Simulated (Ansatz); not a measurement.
Ge3N4: Quadrupolar parameters

The cell is a computed structure from the Materials Project (it need not be an observed phase), atoms as given.

Space group P6_3/m (No. 176); a = 8.0509, c = 3.0835 Å, γ = 120.00°.

| site | Wyckoff | site symmetry | x | y | z |
| --- | --- | --- | --- | --- | --- |
| Ge | 6h | m.. | 0.8291 | 0.2355 | 0.7500 |
| N7 | 2c | -6.. | 0.6667 | 0.3333 | 0.7500 |
| N9 | 6h | m.. | 0.6696 | 0.9727 | 0.7500 |

One atom of each set is listed.

All values are calculated (Ansatz; DFT, PBE, plane waves and PAW (field gradients read without the response of the frozen cores, which leaves them typically 4 to 6 % off), scalar-relativistic, 420 eV cutoff, Γ-centred 4×4×9 k-points, Fermi–Dirac smearing 0.02 eV), not measured.

V_zz is the principal component of the electric field gradient with the largest magnitude, η = (V_xx − V_yy)/V_zz and C_Q = eQV_zz/h. ν_Q = 3|C_Q|/[2I(2I − 1)].

73Ge: I = 9/2, Q = -196.0 mb; ¹⁴N: I = 1, Q = 20.44 mb. Quadrupole moments are those of Pyykkö's year-2017 table.

```json
{"site": "Ge", "atoms": "6", "first shell": "4 N at 1.83–1.85 Å", "C_Q (MHz)": "-11.3", "η": "0.41", "ν_Q (MHz)": "0.472"}
{"site": "N7", "atoms": "2", "first shell": "3 Ge at 1.83 Å", "C_Q (MHz)": "-4.10", "η": "0.00", "ν_Q (MHz)": "6.14"}
{"site": "N9", "atoms": "6", "first shell": "3 Ge at 1.84–1.85 Å", "C_Q (MHz)": "-4.13", "η": "0.06", "ν_Q (MHz)": "6.19"}
```

An axis of threefold or higher order runs through N7, so V_zz lies along it and η is zero. At N9 V_zz stands upright on the plane through its three neighbours (within 2°).

At this cell the PBE pressure is 6 GPa, so with PBE the cell would grow if it were relaxed. The entry's cell may itself be off.
